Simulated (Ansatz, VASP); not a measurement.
ScAl3 in VASP and in Ansatz

```xyz
4
Lattice="4.1082 0.0000 0.0000 0.0000 4.1082 0.0000 0.0000 0.0000 4.1082" Properties=species:S:1:pos:R:3 pbc="T T T"
Sc    0.0000    0.0000    0.0000
Al    2.0541    0.0000    2.0541
Al    0.0000    2.0541    2.0541
Al    2.0541    2.0541    0.0000
```

Alike in both runs: functional PBE; k mesh 10 × 10 × 10; occupations fermi-dirac, width 0.15 eV; no spin polarisation.

Ansatz relaxed the structure, and its values are those at the end. VASP's run is a single point on that final structure, the one shown.

|  | VASP | Ansatz |
| --- | --- | --- |
| version | VASP 6.6.1 | Ansatz 0.2.0 |
| potentials or method | VASP PAW PBE potentials, release 64 (Sc_sv, Al) | scalar-relativistic, plane waves, PAW |
| plane-wave cutoff (eV) | 520 | 420 |
| valence electrons in the cell | 20 | 20 |

|  | VASP | Ansatz | Ansatz less VASP |
| --- | --- | --- | --- |
| gap on the k mesh at the Fermi level (eV) | none | none | - |
| pressure (GPa) | 0.0 | 0.0 | -0.02 |

A gap of «none» marks a metal or a gap that the smearing closes. The functional is the same, so the differences come from potentials, cutoffs and numerics.
